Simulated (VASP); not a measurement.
# ZnS (F-43m) in VASP: settings compared

Aim: see how the results for ZnS move with the level of theory and the settings. Levels: r2SCAN, LDA. Tasks: relaxation of cell and atoms.

Program: VASP 6.6.1. These are calculated values, not measurements. Logs are shortened: lines on timing, memory, paths and dates and some standing lists are left out, and cuts for length are marked.

## 1. The structure

It takes space group F-43m (No. 216, cubic). The conventional cell has a = 5.388 Å, b = 5.388 Å, c = 5.388 Å, α = 90.00°, β = 90.00°, γ = 90.00°. Zn (site symmetry -43m) has 4 S at 2.33 Å as nearest neighbours. S (site symmetry -43m) is surrounded by 4 Zn at 2.33 Å.

## 2. Relaxation of cell and atoms, r2SCAN

INCAR

```
SYSTEM = ZnS
ALGO     = Normal         ! electronic algorithm
EDIFF    = 1E-7           ! SCF threshold, eV
EDIFFG   = -0.005         ! ionic threshold
ENCUT    = 600            ! plane-wave cutoff, eV
IBRION   = 2              ! ionic algorithm
ISIF     = 3              ! what is computed and relaxed
ISMEAR   = 0              ! smearing method
LASPH    = .True.         ! aspherical terms in the spheres
LCHARG   = .False.        ! write CHGCAR
LMIXTAU  = .True.       
LREAL    = .False.        ! projectors in reciprocal space
LWAVE    = .False.        ! write WAVECAR
METAGGA  = R2SCAN         ! meta-GGA
NELM     = 80             ! most SCF steps
NSW      = 90             ! ionic steps
PREC     = Accurate       ! precision mode
SIGMA    = 0.03           ! smearing width, eV
```

KPOINTS

```
k-points
0
Gamma
  10 10 10
  0 0 0
```

POSCAR

```
ZnS                                     
1.0
    0.0000000000      2.6940199531      2.6940199531
    2.6940199531      0.0000000000      2.6940199531
    2.6940199531      2.6940199531     -0.0000000000
  Zn              S             
     1     1
Direct
     0.2500000000000000    0.2500000000000000    0.2500000000000000
     0.0000000000000000    0.0000000000000000    0.0000000000000000
```

Potentials or basis: VASP PAW PBE potentials, release 64 (Zn, S).

On the command line:

```console
cat potpaw_PBE.64/Zn/POTCAR potpaw_PBE.64/S/POTCAR > POTCAR
mpirun -np 1 vasp_std > vasp.out
```

OUTCAR:

```text
SYSTEM = ZnS
   EDIFF = 1E-7
   EDIFFG = -0.005
   ENCUT = 600
   IBRION = 2
   ISIF = 3
   ISMEAR = 0
   LASPH = .True.
   LREAL = .False.
   METAGGA = R2SCAN
   NELM = 80
   NSW = 90
   PREC = Accurate

 ion  position               nearest neighbor table
   1  0.250  0.250  0.250-   2 2.33   2 2.33   2 2.33   2 2.33
   2  0.000  0.000  0.000-   1 2.33   1 2.33   1 2.33   1 2.33

  LATTYP: Found a face centered cubic cell.
 ALAT       =     5.3880399062

  Lattice vectors:

 A1 = (   0.0000000000,   2.6940199531,   2.6940199531)
 A2 = (   2.6940199531,   0.0000000000,   2.6940199531)
 A3 = (   2.6940199531,   2.6940199531,   0.0000000000)

Analysis of symmetry for initial positions (statically):
=====================================================================
 Subroutine PRICEL returns:
 Original cell was already a primitive cell.

 Routine SETGRP: Setting up the symmetry group for a
 face centered cubic supercell.

 Subroutine GETGRP returns: Found 24 space group operations
 (whereof 24 operations were pure point group operations)
 out of a pool of 48 trial point group operations.

The static configuration has the point symmetry T_d .

Analysis of symmetry for dynamics (positions and initial velocities):
=====================================================================
 Subroutine PRICEL returns:
 Original cell was already a primitive cell.

 Routine SETGRP: Setting up the symmetry group for a
 face centered cubic supercell.

 Subroutine GETGRP returns: Found 24 space group operations
 (whereof 24 operations were pure point group operations)
 out of a pool of 48 trial point group operations.

The dynamic configuration has the point symmetry T_d .

 Subroutine INISYM returns: Found 24 space group operations
 (whereof 24 operations are pure point group operations),
 and found     1 'primitive' translations

----------------------------------------------------------------------------------------

                                     Primitive cell

  volume of cell :      39.1050

  direct lattice vectors                    reciprocal lattice vectors
     0.000000000  2.694019953  2.694019953    -0.185596250  0.185596250  0.185596250
     2.694019953  0.000000000  2.694019953     0.185596250 -0.185596250  0.185596250
     2.694019953  2.694019953  0.000000000     0.185596250  0.185596250 -0.185596250

  length of vectors
     3.809919555  3.809919555  3.809919555     0.321462134  0.321462134  0.321462134

  position of ions in fractional coordinates (direct lattice)
     0.250000000  0.250000000  0.250000000
     0.000000000  0.000000000  0.000000000

  ion indices of the primitive-cell ions
   primitive index   ion index
                 1           1
                 2           2

----------------------------------------------------------------------------------------

 KPOINTS: k-points

Automatic generation of k-mesh.
 Grid dimensions read from file:
 generate k-points for:   10   10   10

 Generating k-lattice:

  Cartesian coordinates                     Fractional coordinates (reciprocal lattice)
    -0.018559625  0.018559625  0.018559625     0.100000000  0.000000000  0.000000000
     0.018559625 -0.018559625  0.018559625     0.000000000  0.100000000  0.000000000
     0.018559625  0.018559625 -0.018559625     0.000000000  0.000000000  0.100000000

  Length of vectors
     0.032146213  0.032146213  0.032146213

  Shift w.r.t. Gamma in fractional coordinates (k-lattice)
     0.000000000  0.000000000  0.000000000

 Subroutine IBZKPT returns following result:
 ===========================================

 Found     47 irreducible k-points:

 Following reciprocal coordinates:
            Coordinates               Weight
  0.000000  0.000000  0.000000      1.000000
  0.100000  0.000000  0.000000      8.000000
  0.200000  0.000000  0.000000      8.000000
  0.300000  0.000000  0.000000      8.000000
  0.400000  0.000000  0.000000      8.000000
  0.500000  0.000000  0.000000      4.000000
[... 16 lines left out ...]
  0.300000  0.300000  0.000000      6.000000
  0.400000  0.300000  0.000000     24.000000
 [... further k-points ...]
   k-points           NKPTS =     47   k-points in BZ     NKDIM =     47   number of bands    NBANDS=     13
   number of dos      NEDOS =    301   number of ions     NIONS =      2
   total plane-waves  NPLWV =  27000
   dimension x,y,z NGX =    30 NGY =   30 NGZ =   30
   dimension x,y,z NGXF=    60 NGYF=   60 NGZF=   60
   ions per type =               1   1
   NGX,Y,Z   is equivalent  to a cutoff of  13.09, 13.09, 13.09 a.u.
   NGXF,Y,Z  is equivalent  to a cutoff of  26.18, 26.18, 26.18 a.u.
 SYSTEM =  ZnS
   PREC   = accura    normal or accurate (medium, high low for compatibility)
   ISTART =      0    job   : 0-new  1-cont  2-samecut
   ICHARG =      2    charge: 1-file 2-atom 10-const
   ISPIN  =      1    spin polarized calculation?
   LNONCOLLINEAR =      F non collinear calculations
   LSORBIT =      F    spin-orbit coupling
   LASPH  =      T    aspherical Exc in radial PAW
   ENCUT  =  600.0 eV  44.10 Ry    6.64 a.u.   7.61  7.61  7.61*2*pi/ulx,y,z
   NELM   =     80;   NELMIN=  2; NELMDL= -5     # of ELM steps
   EDIFF  = 0.1E-06   stopping-criterion for ELM
   LREAL  =      F    real-space projection
   EDIFFG = -.5E-02   stopping-criterion for IOM
   NSW    =     90    number of steps for IOM
   IBRION =      2    ionic relax: 0-MD 1-quasi-New 2-CG
   NFREE  =      1    steps in history (QN), initial steepest desc. (CG)
   ISIF   =      3    stress and relaxation
   ISYM   =      2    0-nonsym 1-usesym 2-fastsym
   POTIM  = 0.5000    time-step for ionic-motion
   TEBEG  =    0.0;   TEEND  =   0.0 temperature during run
   PSTRESS=    0.0 pullay stress
   NELECT =      18.0000    total number of electrons
   NUPDOWN=      -1.0000    fix difference up-down
   EMIN   =  10.00;   EMAX   =-10.00  energy-range for DOS
   EFERMI =   0.00;   METHOD = LEGACY
   ISMEAR =     0;   SIGMA  =   0.03  broadening in eV -4-tet -1-fermi 0-gaus
   EFERMI_NEDOS =   21; number of points for ismear=-14 and -15
   IALGO  =     38    algorithm
   IMIX   =      4    mixing-type and parameters
     AMIX     =   0.40;   BMIX     =  1.00
     AMIX_MAG =   1.60;   BMIX_MAG =  1.00
  volume/ion in A,a.u.               =      19.55       131.95
  Fermi-wavevector in a.u.,A,eV,Ry     =   1.264023  2.388656 21.738753  1.597753
  Thomas-Fermi vector in A             =   2.397349
   LORBIT       =      0    0 simple, 1 ext, 2 COOP (PROOUT), +10 PAW based schemes
   METAGGA = R2SCAN    functional components
   LHFCALC =     F    Hartree Fock is set to
   AEXX    =    0.0000 exact exchange contribution
   IVDW    =     0    specifies the selected vdW correction
   LEPSILON=     F    determine dielectric tensor
   LRPA    =     F    only Hartree local field effects (RPA)
 conjugate gradient relaxation of ions
 non-spin polarized calculation
 Gauss-broadening in eV      SIGMA  =   0.03
  energy-cutoff  :      600.00
  volume of cell :       39.11
 maximum number of plane-waves:      1326
   NGX = 15   NGY = 15   NGZ = 15

 number of electron      18.0000017 magnetization

 Free energy of the ion-electron system (eV)
  ---------------------------------------------------
  ext. energy  EPLUGINS =         0.00000000
  ---------------------------------------------------
  free energy    TOTEN  =       -18.86784316 eV

  energy without entropy =      -18.86784316  energy(sigma->0) =      -18.86784316

 E-fermi :   2.0796     XC(G=0): -10.3290

 val. band max:        1.9139976627   @ k =   0.0000   0.0000   0.0000
 cond. band min:       4.6308416941   @ k =   0.0000   0.0000   0.0000
 fundamental gap:      2.7168440314
 Fermi energy:         2.0796119510

 k-point     1 :       0.0000    0.0000    0.0000
  band No.  band energies     occupation
      1     -11.8252      2.00000
      2      -4.6213      2.00000
      3      -4.6212      2.00000
      4      -4.6212      2.00000
      5      -4.0643      2.00000
      6      -4.0643      2.00000
      7       1.9140      2.00000
      8       1.9140      2.00000
      9       1.9140      2.00000
     10       4.6308      0.00000
     11       8.8102      0.00000
     12       8.8104      0.00000
     13       8.8104      0.00000

 k-point     2 :       0.1000    0.0000    0.0000
  band No.  band energies     occupation
      1     -11.7467      2.00000
      2      -4.6202      2.00000
      3      -4.6065      2.00000
      4      -4.6065      2.00000
      5      -4.0655      2.00000
      6      -4.0655      2.00000
      7       1.1496      2.00000
      8       1.8135      2.00000
      9       1.8135      2.00000
     10       5.2120      0.00000
     11       8.7184      0.00000
     12       8.9891      0.00000
     13       8.9893      0.00000

 k-point     3 :       0.2000    0.0000    0.0000
  band No.  band energies     occupation
      1     -11.5303      2.00000
      2      -4.5987      2.00000
      3      -4.5696      2.00000
      4      -4.5696      2.00000
      5      -4.0655      2.00000
      6      -4.0655      2.00000
      7      -0.2431      2.00000
      8       1.5687      2.00000
      9       1.5687      2.00000
     10       5.8624      0.00000
     11       8.9732      0.00000
     12       9.3390      0.00000
     13       9.3391      0.00000
[... 305 lines left out ...]
 k-point    23 :       0.3000    0.3000    0.0000
  band No.  band energies     occupation
      1     -11.0389      2.00000
      2      -4.6628      2.00000
      3      -4.4063      2.00000
      4      -4.4063      2.00000
      5      -4.0966      2.00000
      6      -4.0122      2.00000
      7      -1.2406      2.00000
      8       0.2974      2.00000
      9       0.2975      2.00000
     10       6.4350      0.00000
     11       6.9697      0.00000
     12      11.5941      0.00000
     13      11.8704      0.00000

 k-point    24 :       0.4000    0.3000    0.0000
  band No.  band energies     occupation
      1     -10.8298      2.00000
      2      -4.6236      2.00000
      3      -4.3574      2.00000
      4      -4.3457      2.00000
      5      -4.0421      2.00000
      6      -4.0043      2.00000
      7      -1.8938      2.00000
      8      -0.1423      2.00000
      9       0.0683      2.00000
     10       6.3394      0.00000
     11       7.0694      0.00000
     12      11.3372      0.00000
     13      12.3154      0.00000

 [... further k-points ...]
[... 5 lines left out ...]
  --------------------------------------------------------------------------------------
  -------------------------------------------------------------------------------------
  Total        0.0074195      0.0074195      0.0074195     -0.0000000      0.0000000     -0.0000000
  in kB        0.3039855      0.3039855      0.3039855     -0.0000000      0.0000000     -0.0000000
  external PRESSURE =       0.3039855 kB  Pullay stress =       0.0000000 kB

 VOLUME and BASIS-vectors are now :
 -----------------------------------------------------------------------------
  energy-cutoff  :      600.00
  volume of cell :       39.11
      direct lattice vectors                 reciprocal lattice vectors
     0.000000000  2.694019953  2.694019953    -0.185596250  0.185596250  0.185596250
     2.694019953  0.000000000  2.694019953     0.185596250 -0.185596250  0.185596250
     2.694019953  2.694019953  0.000000000     0.185596250  0.185596250 -0.185596250

 POSITION                                       TOTAL-FORCE (eV/Angst)
 -----------------------------------------------------------------------------------
      1.34701      1.34701      1.34701        -0.000000     -0.000000     -0.000000
      0.00000      0.00000      0.00000         0.000000      0.000000      0.000000
 -----------------------------------------------------------------------------------
    total drift:                               -0.000019     -0.000019     -0.000019

  FREE ENERGIE OF THE ION-ELECTRON SYSTEM (eV)
  ---------------------------------------------------
  free  energy   TOTEN  =       -18.8678431582 eV

  energy  without entropy=      -18.8678431582  energy(sigma->0) =      -18.86784316

 reached required accuracy - stopping structural energy minimisation
```

It took 86 s on 1 thread of Intel Xeon Platinum 8488C (Sapphire Rapids), shared host; peak memory 0.18 GiB.

Results:

```yaml
Free_energy: -18.8678 eV
Pressure_after_relaxing: 0.0 GPa
Band_gap_on_the_k_mesh: 2.72 eV, direct
```

Final structure:
```
Zn S
1.0
     0.00000    2.69402    2.69402
     2.69402    0.00000    2.69402
     2.69402    2.69402    0.00000
Zn S
1 1
Cartesian
  1.3470 1.3470 1.3470
  0.0000 0.0000 0.0000
```

Levels at points of the mesh, in eV from the valence-band top:
```csv
k point,band 5,band 6,band 7,band 8,band 9,band 10,band 11,band 12,band 13
"(0.00, 0.00, 0.00)",-5.98,-5.98,0.00,0.00,0.00,2.72,6.90,6.90,6.90
"(0.50, 0.00, 0.00)",-5.95,-5.78,-5.46,-0.90,-0.90,3.83,7.39,7.39,9.45
"(0.50, 0.50, 0.00)",-5.90,-5.76,-4.65,-2.31,-2.31,3.71,4.48,11.83,12.89
```

Caveat: the relaxation stopped at its first step, so nothing moved; the PAW data sets were made with another functional, which shifts forces and pressure a little.

## 3. Relaxation of cell and atoms, LDA

This run uses another cell than the first one, of 19.73 Å³/atom, 1.009 times its volume.

INCAR

```
SYSTEM = ZnS
PREC = Accurate ; ENCUT = 600
EDIFF = 1E-6 ; ISMEAR = 0
SIGMA = 0.03 ; LREAL = .FALSE.
LASPH = .TRUE. ; NELM = 80
ALGO = Normal ; ISIF = 3
LWAVE = .FALSE. ; LCHARG = .FALSE.
IBRION = 2 ; NSW = 90
EDIFFG = -0.01
```

KPOINTS

```
Automatic mesh
0
G
  10 10 10
  0 0 0
```

POSCAR

```
ZnS
1.0
    0.0000000000      2.7020000000      2.7020000000
    2.7020000000      0.0000000000      2.7020000000
    2.7020000000      2.7020000000      0.0000000000
Zn S
1 1
Direct
    0.2500000000      0.2500000000      0.2500000000
    0.0000000000      0.0000000000      0.0000000000
```

Potentials or basis: VASP PAW LDA potentials, release 64 (Zn, S).

On the command line:

```console
cat potpaw_LDA.64/Zn/POTCAR potpaw_LDA.64/S/POTCAR > POTCAR
mpirun -np 1 vasp_std > vasp.out
```

It took 46 s on 1 thread of Intel Xeon 6975P-C (Granite Rapids), shared host; peak memory 0.17 GiB.

The run converged. Its results:

```yaml
Free_energy: -8.2087 eV
Relaxed_volume: 18.63 Å³/atom
Relaxed_cell: a = 3.749 Å, b = 3.749 Å, c = 3.749 Å, α = 60.00°, β = 60.00°, γ = 60.00°
Space_group_after_relaxing_to_0.05_Å: F-43m (No. 216)
Energy_gained_by_relaxing: 15.7 meV/atom
Ionic_steps: 5
Pressure_after_relaxing: 0.0 GPa
Band_gap_on_the_k_mesh: 2.15 eV, direct
```

The path:
```tsv
step	energy change (eV)	largest force (eV/Å)	pressure (GPa)	volume (Å³)
1	0.0000	0.0000	-4.27	39.45
2	-0.0275	0.0000	1.78	36.53
3	-0.0314	0.0000	-0.13	37.24
4	-0.0314	0.0000	0.12	37.19
5	-0.0314	0.0000	0.01	37.26
```

Final structure:
```yaml
crystal:
  lattice:
    - [0.00000, 2.65108, 2.65108]
    - [2.65108, 0.00000, 2.65108]
    - [2.65108, 2.65108, 0.00000]
  atoms:
    - { symbol: Zn, position: [0.25000, 0.25000, 0.25000] }
    - { symbol: S, position: [0.00000, 0.00000, 0.00000] }
```

Levels at points of the mesh, in eV from the valence-band top:
| k point | band 7 | band 8 | band 9 | band 10 | band 11 | band 12 |
| --- | --- | --- | --- | --- | --- | --- |
| (0.00, 0.00, 0.00) | 0.00 | 0.00 | 0.00 | 2.15 | 6.21 | 6.21 |
| (0.50, 0.00, 0.00) | -5.76 | -0.96 | -0.96 | 3.23 | 6.76 | 6.76 |
| (0.50, 0.50, 0.00) | -4.90 | -2.46 | -2.46 | 3.06 | 3.89 | 11.14 |

## 4. Relaxation of cell and atoms, LDA

This run uses another cell than the first one, of 18.63 Å³/atom, 0.953 times its volume.

INCAR

```
SYSTEM = ZnS
PREC = Accurate ; ENCUT = 600
EDIFF = 1E-7 ; ISMEAR = 0
SIGMA = 0.03 ; LREAL = .FALSE.
LASPH = .TRUE. ; NELM = 80
ALGO = Normal ; ISIF = 3
LWAVE = .FALSE. ; LCHARG = .FALSE.
IBRION = 2 ; NSW = 90
EDIFFG = -0.005
```

KPOINTS is that of step 3.

POSCAR

```
ZnS                                     
1.0
   -0.0000000000      2.6510812127      2.6510812127
    2.6510812127      0.0000000000      2.6510812127
    2.6510812127      2.6510812127     -0.0000000000
  Zn              S             
     1     1
Direct
     0.2500000000000000    0.2500000000000000    0.2500000000000000
     0.0000000000000000    0.0000000000000000    0.0000000000000000
```

On the command line:

```console
cat potpaw_LDA.64/Zn/POTCAR potpaw_LDA.64/S/POTCAR > POTCAR
mpirun -np 1 vasp_std > vasp.out
```

Wall time 18 s (1 thread of Intel Xeon 6975P-C (Granite Rapids), shared host); peak memory 0.16 GiB.

The run converged. Its results:

| Quantity | Value |
| --- | --- |
| Free energy | -8.2082 eV |
| Pressure after relaxing | 0.0 GPa |
| Band gap on the k mesh | 2.15 eV, direct |

Final structure:
```xyz
2
Lattice="0.0000 2.6511 2.6511 2.6511 0.0000 2.6511 2.6511 2.6511 0.0000" Properties=species:S:1:pos:R:3 pbc="T T T"
Zn    1.3255    1.3255    1.3255
S     0.0000    0.0000    0.0000
```

Levels at points of the mesh, in eV from the valence-band top:
```
           k point  band 6  band 7  band 8  band 9  band 10  band 11  band 12  band 13
(0.00, 0.00, 0.00)   -6.19    0.00    0.00    0.00     2.15     6.21     6.21     6.21
(0.50, 0.00, 0.00)   -5.97   -5.76   -0.96   -0.96     3.23     6.76     6.76     8.84
(0.50, 0.50, 0.00)   -5.95   -4.90   -2.46   -2.46     3.06     3.89    11.14    12.18
```

Caveat: the relaxation stopped at its first step, so nothing moved.

## 5. Relaxation of cell and atoms, r2SCAN

This run uses another cell than the first one, of 19.73 Å³/atom, 1.009 times its volume.

INCAR

```
  ALGO = Normal
  EDIFF = 1E-6
  EDIFFG = -0.01
  ENCUT = 600
  IBRION = 2
  ISIF = 3
  ISMEAR = 0
  LASPH = True
  LCHARG = False
  LMIXTAU = True
  LREAL = False
  LWAVE = False
  METAGGA = R2SCAN
  NELM = 80
  NSW = 90
  PREC = Accurate
  SIGMA = 0.03
```

KPOINTS

```
k-points
0
Gamma
  10 10 10
```

POSCAR

```
ZnS
1.0
    0.0000000000      2.7020000000      2.7020000000
    2.7020000000      0.0000000000      2.7020000000
    2.7020000000      2.7020000000      0.0000000000
Zn S
1 1
Direct
    0.2500000000      0.2500000000      0.2500000000
    0.0000000000      0.0000000000      0.0000000000
```

Potentials or basis: VASP PAW PBE potentials, release 64 (Zn, S).

On the command line:

```console
cat potpaw_PBE.64/Zn/POTCAR potpaw_PBE.64/S/POTCAR > POTCAR
mpirun -np 1 vasp_std > vasp.out
```

Run time: 3.3 min. Hardware: 1 thread of Intel Xeon Platinum 8259CL at 2.50GHz (Skylake/Cascade Lake), shared host; peak memory 0.21 GiB.

Results (log left out):

| Property | Result |
| --- | --- |
| Free energy | -18.8681 eV |
| Relaxed volume | 19.55 Å³/atom |
| Relaxed cell | a = 3.810 Å, b = 3.810 Å, c = 3.810 Å, α = 60.00°, β = 60.00°, γ = 60.00° |
| Space group after relaxing (to 0.05 Å) | F-43m (No. 216) |
| Energy gained by relaxing | 0.4 meV/atom |
| Ionic steps | 3 |
| Pressure after relaxing | 0.0 GPa |
| Band gap on the k mesh | 2.72 eV, direct |

Step by step:
| step | energy change (eV) | largest force (eV/Å) | pressure (GPa) | volume (Å³) |
| --- | --- | --- | --- | --- |
| 1 | 0.0000 | 0.0000 | -0.76 | 39.45 |
| 2 | -0.0006 | 0.0000 | 0.43 | 38.92 |
| 3 | -0.0008 | 0.0000 | 0.03 | 39.11 |

Final structure:
```
Zn S
1.0
     0.00000    2.69402    2.69402
     2.69402    0.00000    2.69402
     2.69402    2.69402    0.00000
Zn S
1 1
Cartesian
  1.3470 1.3470 1.3470
  0.0000 0.0000 0.0000
```

Levels at points of the mesh, in eV from the valence-band top:
| k point | band 5 | band 6 | band 7 | band 8 | band 9 | band 10 | band 11 | band 12 | band 13 |
| --- | --- | --- | --- | --- | --- | --- | --- | --- | --- |
| (0.00, 0.00, 0.00) | -5.98 | -5.98 | 0.00 | 0.00 | 0.00 | 2.72 | 6.90 | 6.90 | 6.90 |
| (0.50, 0.00, 0.00) | -5.95 | -5.78 | -5.45 | -0.90 | -0.90 | 3.84 | 7.39 | 7.39 | 9.45 |
| (0.50, 0.50, 0.00) | -5.90 | -5.76 | -4.65 | -2.31 | -2.31 | 3.71 | 4.48 | 11.83 | 12.89 |

Caveat: the PAW data sets were made with another functional, which shifts forces and pressure a little.
